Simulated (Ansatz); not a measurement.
CoO: a fit and a missing row

CoO, Fm-3m, a = 4.167 Å. Ansatz: PBEsol, PAW, 420 eV, Γ-centred 18×18×18 mesh on 2 atoms, Gaussian smearing 0.10 eV; collinear spin, largest moment 2.3 μB. Symmetry fixes shape and atoms, so the cell is only scaled; pressure is positive in compression.

```tsv
V (Å³/atom)	P (GPa)
7.959	25.11
8.230	18.71
8.501	11.07
8.773	5.48
9.044	-0.03
9.315	-4.66
9.586	-9.14
9.948	?
```

**Question.** Take V0 = 9.044 Å³/atom, count pressures from its P0 = -0.03 GPa, fit the third-order Birch–Murnaghan form to the other rows, and predict the missing pressure.

**Answer.** With the Eulerian strain f = ½[(V0/V)^(2/3) − 1] and y = (P − P0)/[3f(1 + 2f)^(5/2)], the form is the line y = B0 + 1.5 B0 (B0′ − 4) f. Rows (f, y): 0.04447, 152.3; 0.03245, 164.5; 0.02107, 158.4; 0.01024, 170.5; -0.00975, 166.3; -0.01903, 175.8. Means f = 0.01324, y = 164.63; Σ(Δf)² = 0.002985, ΣΔfΔy = -0.8528; the slope is their ratio. y = 168.4 − 285.7 f GPa, so B0 = 168.4 GPa and B0′ = 4 + 2 × (-285.7)/(3 × 168.4) = 2.87. At V = 9.948, f = -0.03077, y = 177.19 and P = -13.98 GPa. The run gave -14.73 GPa, so the fit is 0.75 GPa too high, 1.9 % of the span of the series, against an rms of 0.37 GPa on the fitted rows. The row lies outside the fitted range. A fourth-order term fitted to the same rows gives P = -13.75 GPa at this row's volume (the line -13.98, the run -14.73), no gain. The records add, with no proof that it causes the miss: the largest moment runs from 1.65 to 2.53 μB along the series.

The largest moment runs from 1.65 to 2.53 μB along the series, so B0 and B0′ hold the change of the moment too.

The cell holds one magnetic atom, so it can only be ferromagnetic; an antiferromagnetic order may lie lower.